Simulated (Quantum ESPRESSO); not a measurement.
# SnO in Quantum ESPRESSO: the effect of target pressure

Crystal: SnO.

```xyz
4
Lattice="3.8137 0.0000 0.0000 0.0000 3.8137 0.0000 0.0000 0.0000 4.8869" Properties=species:S:1:pos:R:3 pbc="T T T"
Sn    1.9068    0.0000    3.7367
Sn    0.0000    1.9068    1.1503
O     0.0000    0.0000    0.0000
O     1.9068    1.9068    0.0000
```

The cell is a database's computed one.

Alike in all runs:

- Program: Quantum ESPRESSO 7.5
- Task: phonons
- Functional: PBE
- Potentials or basis: GBRV 1.5 PBE
- Cutoff: 925 eV
- Density cutoff: 7401 eV
- k mesh: 4 × 4 × 4, shifted
- Occupations: fermi-dirac, width 0.05 eV
- Spin: no spin polarisation

Each run relaxes the cell or the atoms first.

| target pressure | relaxed volume (Å³/atom) | highest phonon frequency (cm⁻¹) |
| --- | --- | --- |
| 0 GPa | 18.91 | 430 |
| 10 GPa | 15.41 | 498 |
| 25 GPa | 13.38 | 593 |
| 50 GPa | ? | ? |
| 80 GPa | 10.94 | 722 |

Task: What does the run with target pressure 50 GPa give?

Result: Relaxed volume 11.96 Å³/atom; highest phonon frequency 662 cm⁻¹.

Worked out: In Murnaghan's law V^(-B') rises as a straight line in P. The other rows fit best with B' = 5.1, V0 = 18.96 Å³/atom and B0 = 26 GPa, which gives 11.91 Å³/atom at 50 GPa, against the run's 11.96. A parabola through the other rows of the highest phonon frequency, of slope 2.64 cm⁻¹ per GPa there, gives 690 cm⁻¹, against the run's 662.

Caveats: some runs use coarse meshes; the layers were relaxed without a dispersion term, so their spacing and the soft interlayer modes are unreliable; the cell is more than 3 GPa from zero pressure, which shifts response properties (some runs); the mesh is thin for the phonons of a metal (some runs); the volume moved by over 15 % at a fixed basis, so the end points are rough (some runs).
